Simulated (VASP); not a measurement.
# CdTe in VASP 6.6.1, relaxation

INCAR

```
NBANDS = 16
LWAVE = .FALSE.
ENCUT = 600
LCHARG = .FALSE.
SIGMA = 0.2
NSW = 40
ISMEAR = 1
IBRION = 2
LASPH = .TRUE.
NELM = 120
LREAL = .FALSE.
EDIFFG = -5E-3
ISIF = 3
EDIFF = 1E-7
GGA = PE
PREC = Accurate
```

KPOINTS

```
KPOINTS created by Atomic Simulation Environment
0
Gamma
6 6 6
0 0 0
```

POSCAR

```
Cd Te
 1.0000000000000000
     0.0000000000000000    2.9779170000000001    2.9779170000000001
     2.9779170000000001    0.0000000000000000    2.9779170000000001
     2.9779170000000001    2.9779170000000001    0.0000000000000000
 Cd  Te
   1   1
Cartesian
  0.0000000000000000  0.0000000000000000  0.0000000000000000
  2.9779170000000001  2.9779170000000001  2.9779170000000001
```

The recommended PBE PAW datasets give the neutral cell 18 valence electrons.

Command

```
mpirun -np 1 vasp_std
```

OSZICAR

```
N       E                     dE             d eps       ncg     rms          rms(c)
DAV:   1     0.108231826390E+03    0.10823E+03   -0.95266E+03   520   0.114E+03
DAV:   2    -0.122322472266E+01   -0.10946E+03   -0.10439E+03   584   0.256E+02
DAV:   3    -0.459565688457E+01   -0.33724E+01   -0.33640E+01   640   0.466E+01
DAV:   4    -0.461819575742E+01   -0.22539E-01   -0.22537E-01   648   0.342E+00
DAV:   5    -0.461857834874E+01   -0.38259E-03   -0.38259E-03   672   0.374E-01    0.649E+00
DAV:   6    -0.436700172537E+01    0.25158E+00   -0.39377E-01   600   0.789E+00    0.523E+00
DAV:   7    -0.435061338493E+01    0.16388E-01   -0.10556E-01   608   0.228E+00    0.187E+00
DAV:   8    -0.435040077404E+01    0.21261E-03   -0.13958E-02   568   0.144E+00    0.513E-01
DAV:   9    -0.435039255348E+01    0.82206E-05   -0.18356E-03   640   0.555E-01    0.889E-02
DAV:  10    -0.435031522475E+01    0.77329E-04   -0.23759E-04   560   0.195E-01    0.477E-02
...
DAV:   2    -0.443727382015E+01    0.14145E+00   -0.33288E-01   576   0.764E+00    0.850E-01
DAV:   3    -0.442293791512E+01    0.14336E-01   -0.30555E-02   584   0.165E+00    0.725E-01
DAV:   4    -0.442172557728E+01    0.12123E-02   -0.18630E-03   544   0.336E-01    0.211E-01
DAV:   5    -0.442167300914E+01    0.52568E-04   -0.17377E-04   592   0.142E-01    0.733E-02
DAV:   6    -0.442168918527E+01   -0.16176E-04   -0.55444E-05   600   0.754E-02    0.301E-02
DAV:   7    -0.442168637345E+01    0.28118E-05   -0.17451E-06   560   0.134E-02    0.902E-03
DAV:   8    -0.442168599320E+01    0.38025E-06   -0.56599E-07   568   0.644E-03    0.235E-03
DAV:   9    -0.442168611890E+01   -0.12570E-06   -0.35095E-08   264   0.235E-03    0.814E-04
DAV:  10    -0.442168614457E+01   -0.25670E-07   -0.60575E-09   264   0.507E-04
   3 F= -.44216861E+01 E0= -.44214546E+01  d E =-.713600E-01
```

From OUTCAR

```
k-points           NKPTS =     16   k-points in BZ     NKDIM =     16   number of bands    NBANDS=     16

   NELECT =      18.0000    total number of electrons

   dimension x,y,z NGX =    36 NGY =   36 NGZ =   36
   dimension x,y,z NGXF=    72 NGYF=   72 NGZF=   72

  energy-cutoff  :      600.00
  volume of cell :       57.70
      direct lattice vectors                 reciprocal lattice vectors
     0.000000000  3.067028112  3.067028112    -0.163024264  0.163024264  0.163024264
     3.067028112 -0.000000000  3.067028112     0.163024264 -0.163024264  0.163024264
     3.067028112  3.067028112 -0.000000000     0.163024264  0.163024264 -0.163024264

 k-points in reciprocal lattice and weights: KPOINTS created by Atomic Simulation Env
   0.00000000  0.00000000  0.00000000       0.005
   0.16666667  0.00000000  0.00000000       0.037
   0.33333333  0.00000000  0.00000000       0.037
   0.50000000  0.00000000  0.00000000       0.019
   0.16666667  0.16666667  0.00000000       0.028
   0.33333333  0.16666667  0.00000000       0.111
   0.50000000  0.16666667  0.00000000       0.111
  -0.33333333  0.16666667  0.00000000       0.111
   ...

 E-fermi :   3.8671

 k-point     1 :       0.0000    0.0000    0.0000
  band No.  band energies     occupation
      1      -7.6833      2.00000
      2      -4.5037      2.00000
      3      -4.5037      2.00000
      4      -4.4659      2.00000
      5      -4.4659      2.00000
      6      -4.4659      2.00000
      7       3.3775      2.00292
      8       3.3775      2.00292
      9       3.3775      2.00292
     10       4.0641     -0.04699
     11      10.9057      0.00000
     12      10.9057      0.00000
     13      10.9057      0.00000
     14      11.4709      0.00000
     15      11.4709      0.00000
     16      11.4709      0.00000

 k-point     2 :       0.1667    0.0000    0.0000
  band No.  band energies     occupation
      1      -7.4732      2.00000
      2      -4.5366      2.00000
      3      -4.5366      2.00000
      4      -4.4741      2.00000
      5      -4.4484      2.00000
      6      -4.4484      2.00000
      7       1.3920      2.00000
      8       3.4565      2.01342
      9       3.4565      2.01342
     10       5.8070     -0.00000
     11       9.5139      0.00000
     12       9.8720      0.00000
     13       9.8720      0.00000
     14      11.3141      0.00000
     15      11.6229      0.00000
     16      11.6229      0.00000

 k-point     3 :       0.3333    0.0000    0.0000
  band No.  band energies     occupation
      1      -6.9629      2.00000
      2      -4.6062      2.00000
      3      -4.6062      2.00000
      4      -4.5036      2.00000
      5      -4.4078      2.00000
      6      -4.4078      2.00000
      7      -0.4837      2.00000
      8       3.6532      2.06180
      9       3.6532      2.06180
     10       6.5920     -0.00000
     11       8.3893      0.00000
     12       8.3893      0.00000
     13       8.6665      0.00000
     14      12.1511      0.00000
     15      13.1081      0.00000
     16      13.1081      0.00000

 ...

  Total        0.0039304      0.0039304      0.0039304     -0.0000000      0.0000000     -0.0000000
  in kB        0.1091364      0.1091364      0.1091364     -0.0000000      0.0000000     -0.0000000
  external PRESSURE =       0.1091364 kB  Pullay stress =       0.0000000 kB

 POSITION                                       TOTAL-FORCE (eV/Angst)
 -----------------------------------------------------------------------------------
      0.00000      0.00000      0.00000         0.000000     -0.000000     -0.000000
      3.06703      3.06703      3.06703        -0.000000      0.000000      0.000000
 -----------------------------------------------------------------------------------
    total drift:                               -0.000000      0.000000      0.000000

  FREE ENERGIE OF THE ION-ELECTRON SYSTEM (eV)
  ---------------------------------------------------
  free  energy   TOTEN  =        -4.4216861446 eV

  energy  without entropy=       -4.4209916206  energy(sigma->0) =       -4.42145464
```

| ionic step | ΔE (meV/atom) | volume (Å³) | largest force (eV/Å) | pressure (GPa) | electronic steps |
| --- | --- | --- | --- | --- | --- |
| 1 | 0.0 | 52.82 | 0.000 | 5.10 | 14 |
| 2 | -32.0 | 59.51 | 0.000 | -1.28 | 11 |
| 3 | -35.7 | 57.70 | 0.000 | 0.01 | 10 |

It converged. Results: relaxed cell vector lengths 4.337, 4.337, 4.337 Å; relaxed cell volume 57.70 Å³.

For comparison, a separate PBE relaxation on usual settings, not on those above, ends at 57.71 Å³.

The run above took about 56 s on one core of a shared host (Intel Xeon Platinum 8488C) and held 0.21 GiB at most.
